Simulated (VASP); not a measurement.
Al2O3, 5 atoms in the cell. It takes space group P-3m1 (No. 164, trigonal). Conventional cell: a = 3.017 Å, b = 3.017 Å, c = 7.575 Å, α = 90.00°, β = 90.00°, γ = 120.00°. Al (site symmetry 3m) has 4 O at 1.68 to 1.84 Å as nearest neighbours. O (site symmetry -3m) is surrounded by 2 Al at 1.68 Å. Around O (site symmetry 3m) lie 3 Al at 1.84 Å. Measurements of this composition are mostly on another form, of space group No. 167.

* Program: VASP 6.6.1
* Task: relaxation of cell and atoms
* Functional: r2SCAN
* Potentials or basis: VASP PAW PBE potentials, release 64 (Al, O)
* Cutoff: 600 eV
* k mesh: 10 × 10 × 4
* Occupations: gaussian, width 0.05 eV
* Spin: no spin polarisation
* Further INCAR settings: ALGO = Normal; EDIFF = 1e-06; IBRION = 2; EDIFFG = -0.01; NSW = 40; ISIF = 3

Potentials or basis: VASP PAW PBE potentials, release 64 (Al, O).

The run is started by

```sh
$ cat potpaw_PBE.64/Al/POTCAR potpaw_PBE.64/O/POTCAR > POTCAR
$ mpirun -np 1 vasp_std > vasp.out
```

Hardware: 1 thread of Intel(R) Xeon(R) 6975P-C (Granite Rapids), with other jobs on the host.

Q: How long does it take, and how much memory?

A: Run time: 7.2 min on 1 thread of Intel(R) Xeon(R) 6975P-C (Granite Rapids), on a shared host, peak memory 0.22 GiB. Counts: scf iterations 86, k points 50, ion steps 7.
